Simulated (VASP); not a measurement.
# Pt₆Se₁₁: saddle point by the improved dimer method

Pt₆Se₁₁, defect, 17 atoms in the cell. PBE, improved dimer method; PAW potentials Pt, Se (PBE set).

Path: a Se atom hops into a neighbouring Se vacancy; Length of the hop (Å): 3.321; Atoms free in the vibrations (from 0): 0, 4, 8, 11, 14.

## Input

INCAR.step1:
```
PREC     = Accurate       # precision mode
ENCUT    = 250            # plane-wave cutoff, eV
EDIFF    = 1E-7           # SCF threshold, eV
ISMEAR   = 0              # smearing method
SIGMA    = 0.05           # smearing width, eV
LREAL    = False          # projectors in reciprocal space
LASPH    = True           # aspherical terms in the spheres
NELM     = 100            # most SCF steps
ALGO     = Normal         # electronic algorithm
LWAVE    = False          # write WAVECAR
LCHARG   = False          # write CHGCAR
ISYM     = 0            
KPAR     = 4            
IBRION   = 2              # ionic algorithm
NSW      = 100            # ionic steps
ISIF     = 2              # what is computed and relaxed
EDIFFG   = -0.005         # ionic threshold
POTIM    = 0.5            # step
```

INCAR.step2, as INCAR.step1 but for:
```
- EDIFF = 1E-7
- EDIFFG = -0.005
+ EDIFF = 1E-6
+ EDIFFG = -0.02
```

INCAR.step3, as INCAR.step2 but for:
```
- IBRION = 2
- NSW = 100
- ISIF = 2
- POTIM = 0.5
+ IBRION = 44
+ NSW = 600
```

INCAR.step4, as INCAR.step3 but for:
```
- EDIFF = 1E-6
- IBRION = 44
- NSW = 600
- EDIFFG = -0.02
+ EDIFF = 1E-7
+ IBRION = 5
+ NFREE = 2
+ POTIM = 0.015
+ NSW = 1
```

KPOINTS:
```
k-points
0
Gamma
  2 2 3
```

POSCAR.step1:
```
Pt6Se11
1.0
    7.4480000000      0.0000000000      0.0000000000
   -5.5860000000      9.6752358111      0.0000000000
    0.0000000000      0.0000000000      5.0620000000
Pt Se
6 11
Direct
    0.0000000000      0.0000000000      0.0000000000
    0.0000000000      0.3333333333      0.0000000000
    0.0000000000      0.6666666667      0.0000000000
    0.5000000000      0.0000000000      0.0000000000
    0.5000000000      0.3333333333      0.0000000000
    0.5000000000      0.6666666667      0.0000000000
    0.3333333334      0.4444444444      0.7500000000
    0.3333333334      0.7777777778      0.7500000000
    0.8333333334      0.1111111111      0.7500000000
    0.8333333334      0.4444444444      0.7500000000
    0.8333333334      0.7777777778      0.7500000000
    0.1666666667      0.2222222222      0.2500000000
    0.1666666666      0.5555555556      0.2500000000
    0.1666666666      0.8888888889      0.2500000000
    0.6666666667      0.2222222222      0.2500000000
    0.6666666667      0.5555555556      0.2500000000
    0.6666666667      0.8888888889      0.2500000000
```

POSCAR.step2:
```
Pt6Se11
1.0
    7.4480000000      0.0000000000      0.0000000000
   -5.5860000000      9.6752358111      0.0000000000
    0.0000000000      0.0000000000      5.0620000000
Pt Se
6 11
Direct
    0.0000000000      0.0000000000      0.0000000000
    0.0000000000      0.3333333333      0.0000000000
    0.0000000000      0.6666666667      0.0000000000
    0.5000000000      0.0000000000      0.0000000000
    0.5000000000      0.3333333333      0.0000000000
    0.5000000000      0.6666666667      0.0000000000
    0.3333333334      0.4444444444      0.7500000000
    0.3333333334      0.7777777778      0.7500000000
    0.8333333334      0.1111111111      0.7500000000
    0.8333333334      0.4444444444      0.7500000000
    0.8333333334      0.7777777778      0.7500000000
    0.3333333334      0.1111111111      0.7500000000
    0.1666666666      0.5555555556      0.2500000000
    0.1666666666      0.8888888889      0.2500000000
    0.6666666667      0.2222222222      0.2500000000
    0.6666666667      0.5555555556      0.2500000000
    0.6666666667      0.8888888889      0.2500000000
```

POSCAR.step3:
```
Pt6Se11                                 
1.0
    7.4480000000      0.0000000000      0.0000000000
   -5.5860000000      9.6752358111      0.0000000000
    0.0000000000      0.0000000000      5.0620000000
Pt Se
6 11
Direct
    0.0006529495      0.0020846329     -0.0147007911
    0.9924487659      0.3336652047     -0.0159211356
    0.9878388758      0.6688367274      0.9793051543
    0.5047857547      0.0057753574     -0.0155612504
    0.4892408658      0.3310701625     -0.0171904857
    0.4962761963      0.6715350485     -0.0133218812
    0.3299837825      0.4440027218      0.7327982703
    0.3358705814      0.7846484972      0.7246079283
    0.8309219975      0.1163001670      0.7345832452
    0.8248576813      0.4454380189      0.7337650503
    0.8255632450      0.7811076499      0.7271861415
    0.2468461081      0.1701236681      0.4880301488
    0.1533834890      0.5585295105      0.2400686957
    0.1583497309      0.8959313845      0.2407670801
    0.6567389643      0.2225058208      0.2439775711
    0.6638768020      0.5611066226      0.2496843469
    0.6664452289      0.8961865240      0.2398592458

   -0.0424404346      0.0289350253     -0.0584469805
   -0.0304696409      0.0174786755     -0.0562177260
   -0.0335127752      0.0166416710     -0.0418184538
   -0.0302507108      0.0175007939     -0.0552643104
   -0.0423029781      0.0294038256     -0.0581182433
   -0.0335133086      0.0162347167     -0.0414106972
   -0.0418348951      0.0192143557     -0.0404750629
   -0.0319791951      0.0079444000     -0.0401683250
   -0.0289452259      0.0283217569     -0.0507949989
   -0.0293504347      0.0345297509     -0.0465213596
   -0.0349285262      0.0032185651     -0.0352002218
    0.5456588339     -0.3124964587      0.7368853931
   -0.0325156179      0.0076940564     -0.0407181214
   -0.0418000250      0.0195184367     -0.0398617288
   -0.0283681019      0.0290474643     -0.0505795857
   -0.0342697653      0.0028339231     -0.0361356833
   -0.0291771986      0.0339790416     -0.0451538943
```

POSCAR.step4:
```
Pt6Se11
1.0
    7.4480000000      0.0000000000      0.0000000000
   -5.5860000000      9.6752358111      0.0000000000
    0.0000000000      0.0000000000      5.0620000000
Pt Se
6 11
Selective dynamics
Direct
    0.0116634485      0.0156815997      0.9866112951  T T T
    0.9914878832      0.3381683617      0.9785553631  F F F
    0.9907769103      0.6677464438      0.9787151900  F F F
    0.4983240376      0.0016879371      0.9927304623  F F F
    0.4781757476      0.3243487340      0.9853619300  T T T
    0.4991842789      0.6720953050      0.9928052530  F F F
    0.3248079592      0.4440656807      0.7383844121  F F F
    0.3326940103      0.7842252015      0.7310646578  F F F
    0.8352124609      0.1187951149      0.7362813931  T T T
    0.8075583213      0.4410940070      0.7277291783  F F F
    0.8279579010      0.7843052256      0.7205406140  F F F
    0.2449131593      0.1698112965      0.4857055937  T T T
    0.1571632664      0.5555612655      0.2407899428  F F F
    0.1650558150      0.8958519096      0.2330187660  F F F
    0.6547053350      0.2211237536      0.2350497028  T T T
    0.6620031452      0.5555461249      0.2508481847  F F F
    0.6823973393      0.8987397578      0.2437453956  F F F
```

POSCAR.step5:
```
Pt6Se11
1.0
    7.4480000000      0.0000000000      0.0000000000
   -5.5860000000      9.6752358111      0.0000000000
    0.0000000000      0.0000000000      5.0620000000
Pt Se
6 11
Selective dynamics
Direct
    0.0045216976      0.0027049118      0.0016487572  T T T
    0.9989409151      0.3317843586      0.0022455481  F F F
    0.9986266225      0.6666345059      0.9956035512  F F F
    0.4997297669      0.0024885298      0.0028532056  F F F
    0.4963334994      0.3277129394      0.0048786322  T T T
    0.5016316514      0.6679227237      0.0003749919  F F F
    0.3341567557      0.4413195176      0.7451685946  F F F
    0.3366085347      0.7822415225      0.7389757906  F F F
    0.8332111780      0.1106190315      0.7425823750  T T T
    0.8279300482      0.4403773262      0.7441333133  F F F
    0.8353184605      0.7811920314      0.7345407653  F F F
    0.1686909470      0.2202905035      0.2584245077  T T T
    0.1652710974      0.5551785049      0.2564012945  F F F
    0.1687928780      0.8922147126      0.2502764912  F F F
    0.6620297916      0.2200501555      0.2594526824  T T T
    0.6686704133      0.5577444028      0.2578609930  F F F
    0.6662024100      0.8884132112      0.2545785062  F F F
```

Commands (each step's output is kept before the next begins):
```
cat potpaw_PBE.64/Pt/POTCAR potpaw_PBE.64/Se/POTCAR > POTCAR
cp INCAR.step1 INCAR
cp POSCAR.step1 POSCAR
mpirun -np 4 vasp_std > vasp.out
cp INCAR.step2 INCAR
cp POSCAR.step2 POSCAR
mpirun -np 4 vasp_std > vasp.out
# the block under the positions in POSCAR is the starting axis: the straight line between the two relaxed ends
cp INCAR.step3 INCAR
cp POSCAR.step3 POSCAR
mpirun -np 4 vasp_std > vasp.out
# POSCAR: the saddle point
cp INCAR.step4 INCAR
cp POSCAR.step4 POSCAR
mpirun -np 4 vasp_std > vasp.out
# POSCAR: the relaxed minimum
cp POSCAR.step5 POSCAR
mpirun -np 4 vasp_std > vasp.out
```

## Result

- Barrier (eV): 1.985
- Barrier with zero-point energies (eV): 1.952
- Imaginary frequency (cm⁻¹): 131
- Imaginary modes at the saddle: 1
- Attempt frequency (THz): 113.0
- Force evaluations of the dimer: 44
- Largest force left (eV/Å): 0.0186
- Ionic steps, all stages: 134
- Electronic steps, all stages: 996

Vibrations (cm⁻¹; a negative value is imaginary):

| Mode | Minimum | Saddle |
|---|---|---|
| 1 | 216 | 206 |
| 2 | 212 | 199 |
| 3 | 202 | 193 |
| 4 | 196 | 193 |
| 5 | 191 | 169 |
| 6 | 187 | 158 |
| 7 | 177 | 106 |
| 8 | 167 | 104 |
| 9 | 163 | 97 |
| 10 | 124 | 90 |
| 11 | 114 | 79 |
| 12 | 110 | 74 |
| 13 | 105 | 72 |
| 14 | 98 | 71 |
| 15 | 90 | -131 |

Harmonic rate, classical:

| Temperature (K) | Jumps per second |
|---|---|
| 300 | 5e-20 |
| 600 | 0.0024 |
| 900 | 8.6e+02 |

The cell is PtSe2 (18 atoms) with one Se atom missing.

Limits: the cell holds 17 atoms, so the vacancy or interstitial meets its own images and the barrier isn't that of a lone defect; the attempt frequency counts the hopping atom and the four atoms nearest to it, while all others are held.

VASP 6.6.1 took 1354 s on 4 cores (Intel Xeon 6975P-C (Granite Rapids)), a shared host.
